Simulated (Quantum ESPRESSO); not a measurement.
Crystal: MgS (Niningerite).

```
CELL_PARAMETERS angstrom
0.00000 2.60165 2.60165
2.60165 0.00000 2.60165
2.60165 2.60165 0.00000
ATOMIC_POSITIONS crystal
S 0.50000 0.50000 0.50000
Mg 0.00000 0.00000 0.00000
```

Base run:

| Quantity | Value |
| --- | --- |
| Program | Quantum ESPRESSO 7.5 |
| Functional | PBEsol |
| Potentials or basis | PseudoDojo 0.4.1 SR PBEsol standard |
| Cutoff | 1143 eV |
| Density cutoff | 4572 eV |
| k mesh | 6 × 6 × 6 |
| Occupations | fixed |
| Spin | no spin polarisation |

Its results: band gap on the k mesh, mean-field level 2.70 eV, indirect (least direct gap 3.59 eV).

Q: The run is repeated on the same cell with these changes: functional from PBEsol to LDA; potentials or basis from PseudoDojo 0.4.1 SR PBEsol standard to PseudoDojo 0.4.1 SR LDA standard. What comes out?

A: Band gap on the k mesh, mean-field level 2.56 eV, indirect (least direct gap 3.48 eV).

A k mesh can miss the band edges.

Not every run made on this cell is shown here.
